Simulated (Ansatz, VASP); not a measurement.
**Two plane-wave programs on LiF (Griceite)**

Contents of INCAR:

```
PREC = Accurate
ENCUT = 520
EDIFF = 1E-7
ISMEAR = -1
SIGMA = 0.05
LREAL = F
LASPH = T
NELM = 60
ALGO = Normal
ISIF = 2
LWAVE = F
LCHARG = T
GGA = PE
LELF = T
LVHAR = T
NBANDS = 12
```

KPOINTS

```
regular mesh
0
Gamma
  11 11 11
```

File POSCAR:

```
LiF
1.0
    0.0000000000      2.0140000000      2.0140000000
    2.0140000000      0.0000000000      2.0140000000
    2.0140000000      2.0140000000      0.0000000000
F Li
1 1
Direct
    0.5146860000      0.4798640000      0.5202120000
    0.0101770000     -0.0006530000      0.0105960000
```

input.yaml

```yaml
crystal:
  lattice:
    - [0.0, 2.014, 2.014]
    - [2.014, 0.0, 2.014]
    - [2.014, 2.014, 0.0]
  atoms:
    - { symbol: F, position: [0.514686, 0.479864, 0.520212] }
    - { symbol: Li, position: [0.010177, -0.000653, 0.010596] }
hamiltonian:
  xc: pbe
  pseudopotentials: { kind: paw }
kpoints:
  mp_grid: { grid: [11, 11, 11] }
scf:
  occupations: { method: fermi_dirac, width: 0.05 }
output:
  forces: true
  stress: true
  eigenvalues: true
```

Change from the starting cell: atoms moved at random, drawn with an rms of 0.05 Å.

Alike in both runs: task single point; functional PBE; k mesh 11 × 11 × 11; occupations fermi-dirac, width 0.05 eV; no spin polarisation.

|  | VASP | Ansatz |
| --- | --- | --- |
| version | VASP 6.6.1 | Ansatz 0.2.0 |
| potentials or method | VASP PAW PBE potentials, release 64 (F, Li_sv) | Ansatz PAW |
| plane-wave cutoff (eV) | 520 | 420 |
| valence electrons in the cell | 10 | 10 |

```tsv
	VASP	Ansatz	Ansatz less VASP
gap on the k mesh at the Fermi level (eV)	9.08	9.08	+0.002
least direct gap on the mesh (eV)	9.08	9.08	+0.002
rms of the force components (eV/Å)	0.044	0.042	-0.0024
```

Atom by atom the forces differ by 0.002 eV/Å (rms over components).

Caveats: an odd mesh through Γ misses points on the zone boundary, where band edges often lie (VASP); odd divisions of the mesh miss points on the zone boundary, where band edges often lie, so the gap on the mesh can be too wide (Ansatz).
